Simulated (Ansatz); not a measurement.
**CuI: response to strain**

Aim: deform CuI (equal xx and yy strain of +1 %) and compute stress, forces and field gradients with LAPW, PAW and all-electron datasets made for the crystal.

Computed with Ansatz 0.2.0 (DFT LDA, scalar-relativistic, unless a step's input says otherwise).

### Step 1. The starting structure

It takes space group Cmcm (No. 63, orthorhombic). Conventional cell: a = 7.466 Å, b = 7.422 Å, c = 4.307 Å, α = 90.00°, β = 90.00°, γ = 90.00°. Around Cu (site symmetry m2m) lie 2 Cu at 2.46 Å and 3 I at 2.58 to 2.59 Å. I (site symmetry m2m) has 3 Cu at 2.58 to 2.59 Å as nearest neighbours.

Coordinates:

```cif
data_structure
_symmetry_space_group_name_H-M 'Cmcm'
_symmetry_Int_Tables_number 63
_cell_length_a 7.4663
_cell_length_b 7.4222
_cell_length_c 4.3070
_cell_angle_alpha 90.000
_cell_angle_beta 90.000
_cell_angle_gamma 90.000
_cell_volume 238.68
loop_
_atom_site_label
_atom_site_type_symbol
_atom_site_symmetry_multiplicity
_atom_site_Wyckoff_symbol
_atom_site_fract_x
_atom_site_fract_y
_atom_site_fract_z
_atom_site_occupancy
Cu1 Cu 4 c 0.50000 0.07956 0.75000 1
I1 I 4 c 0.50000 0.72996 0.75000 1
```

The file gives the conventional cell by its symmetry; the runs use the cell typed in the input.

Atoms are numbered in the order of the input: Cu1, Cu2, I3, I4.

### Step 2. The deformed structure

Space group Cmcm before, Cmcm after.

### Step 3. Full-potential LAPW

input.yaml reads:

```yaml
crystal:
  lattice:
    - [3.7704992659, -3.7481972337, 0.0]
    - [3.7704992659, 3.7481972337, 0.0]
    - [0.0, 0.0, 4.30699767]
  atoms:
    - { symbol: Cu, position: [0.42043883, 0.57956117, 0.75] }
    - { symbol: Cu, position: [0.57956117, 0.42043883, 0.25] }
    - { symbol: I, position: [0.77004268, 0.22995732, 0.75] }
    - { symbol: I, position: [0.22995732, 0.77004268, 0.25] }
kpoints:
  mp_grid: { grid: [5, 5, 6] }
  band_path:
    path:
      - [0.0, 0.0, 0.0]
      - [0.5, 0.5, 0.0]
      - [0.4970513089, 0.5029486911, 0.0]
      - [-0.4970513089, 0.4970513089, 0.0]
      - [0.0, 0.0, 0.0]
      - [0.0, 0.0, 0.5]
      - [-0.4970513089, 0.4970513089, 0.5]
      - [0.4970513089, 0.5029486911, 0.5]
      - [0.5, 0.5, 0.5]
    npoints: 5
scf:
  occupations: { method: fermi_dirac, width: 0.02 }
hamiltonian:
  xc: lda
  pseudopotentials: { kind: all_electron, lapw: { basis_error: 0.0005 } }
output:
  forces: true
  stress: true
  eigenvalues: true
```

Started as:

```sh
ansatz run input.yaml --threads 1 --pin off --max-ram 6144MiB --backend cpu --events-out ev --progress --plain --runs-dir out
```

### Step 4. PAW on the default files

input.yaml reads:

```yaml
crystal:
  lattice:
    - [3.7704992659, -3.7481972337, 0.0]
    - [3.7704992659, 3.7481972337, 0.0]
    - [0.0, 0.0, 4.30699767]
  atoms:
    - { symbol: Cu, position: [0.42043883, 0.57956117, 0.75] }
    - { symbol: Cu, position: [0.57956117, 0.42043883, 0.25] }
    - { symbol: I, position: [0.77004268, 0.22995732, 0.75] }
    - { symbol: I, position: [0.22995732, 0.77004268, 0.25] }
kpoints:
  mp_grid: { grid: [5, 5, 6] }
scf:
  occupations: { method: fermi_dirac, width: 0.02 }
hamiltonian:
  xc: lda
  pseudopotentials: { kind: paw }
output:
  forces: true
  stress: true
  eigenvalues: true
  efg: { contact_densities: true }
  write_density: true
  write_potential: true
  elf: true
  volumetric_format: npy
```

### Step 5. All-electron PAW on datasets made for the crystal

input.yaml: that of step 4 with these lines changed.

```diff
@@ -16,3 +16,3 @@
   xc: lda
-  pseudopotentials: { kind: paw }
+  pseudopotentials: { kind: all_electron, datasets: crystal }
 output:
@@ -22,5 +22 @@
   efg: { contact_densities: true }
-  write_density: true
-  write_potential: true
-  elf: true
-  volumetric_format: npy
```

(Steps that only read results are left out.)

**Question.** What will these runs give? Wanted: pressure; largest shear or deviatoric stress.

**Answer**, as computed:

```
                                 quantity                                              value
                                 pressure  LAPW -3.49, PAW -3.50, crystal datasets -3.50 GPa
largest shear or deviatoric stress (LAPW)                                           2.29 GPa
```

**Reading.** The largest part of the stress beyond the pressure is 2.29 GPa in size, in the xx component; the atoms are carried along and not relaxed. No run of the undeformed cell stands beside it, so the pressure holds what the given cell had before the change. PAW: stress within 0.01 GPa of LAPW, forces within 1 meV/Å. Crystal datasets: stress within 0.01 GPa of LAPW, forces within 1 meV/Å. Spin-orbit coupling is left out, though the cell holds I; in elements this heavy it can shift bands and gaps by tenths of an eV.

The gaps are Kohn-Sham values of a semilocal functional, not quasiparticle or optical gaps. Such gaps usually fall short of the measured ones; spin-orbit coupling, left out here, narrows gaps with I, so the two errors partly cancel.
